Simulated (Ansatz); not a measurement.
**HfN: which structure wins at one pressure**

Aim: bring HfN in several structures (rocksalt, CsCl, WC, NiAs, zincblende) to one pressure and rank them by enthalpy. The pressure is set by scaling the first phase. The runs shown use PAW.

Computed with Ansatz 0.2.0 (DFT, PBE, PAW with Ansatz's default frozen-core files, scalar-relativistic, unless a step's input says otherwise).

## Step 1: The system as given

It takes space group Fm-3m (No. 225, cubic). Conventional cell: a = 4.309 Å, b = 4.309 Å, c = 4.309 Å, α = 90.00°, β = 90.00°, γ = 90.00°. Hf (site symmetry m-3m) has 6 N at 2.15 Å as nearest neighbours. Around N (site symmetry m-3m) lie 6 Hf at 2.15 Å.

Coordinates:

```
CELL_PARAMETERS angstrom
0.00000 2.15443 2.15443
2.15443 0.00000 2.15443
2.15443 2.15443 0.00000
ATOMIC_POSITIONS crystal
Hf 0.00000 0.00000 0.00000
N 0.50000 0.50000 0.50000
```

Atoms are numbered in the order of the input: Hf1, N2.

## Step 2: Cell relaxed at zero pressure, PAW

input.yaml reads:

```yaml
crystal:
  lattice:
    - [0.0, 2.15443469, 2.15443469]
    - [2.15443469, 0.0, 2.15443469]
    - [2.15443469, 2.15443469, 0.0]
  atoms:
    - { symbol: Hf, position: [0.0, 0.0, 0.0] }
    - { symbol: "N", position: [0.5, 0.5, 0.5] }
kpoints:
  mp_grid: { grid: [16, 16, 16] }
scf:
  occupations: { method: fermi_dirac, width: 0.05 }
hamiltonian:
  xc: pbe
  pseudopotentials: { kind: paw }
output:
  forces: true
  stress: true
  write_density: true
  write_potential: true
  elf: true
  volumetric_format: npy
relax:
  f_tol: 0.005
  max_steps: 40
  cell: {}
```

The run is started by

```console
ansatz run input.yaml --threads 1 --pin off --max-ram 3584MiB --backend cpu --events-out ev --progress --plain --runs-dir out
```

The runs that follow: Volume scaled by 0.78, to set the pressure, PAW; Rocksalt relaxed under pressure, PAW; CsCl relaxed under pressure, PAW; WC relaxed under pressure, PAW; NiAs relaxed under pressure, PAW; Zincblende relaxed under pressure, PAW.

Before running it: what results should come out? Wanted: pressure; lowest.

As calculated:

| quantity | value |
| --- | --- |
| pressure | 110 GPa |
| lowest (PAW) | rocksalt, 491.2 meV/atom under WC |

In words: By PAW the order is rocksalt < WC < NiAs < CsCl < zincblende. Only these structures were tried, with electrons smeared by 0.05 eV and without vibrations, so the true ground state may be another. The k meshes differ between phases and weren't tested, which can move differences by some meV. Spin-orbit coupling is left out, though the cell holds Hf; in elements this heavy it can shift bands and gaps by tenths of an eV. HfN has an odd count of electrons, so a run without spin can force a false metal and spoil its energy.
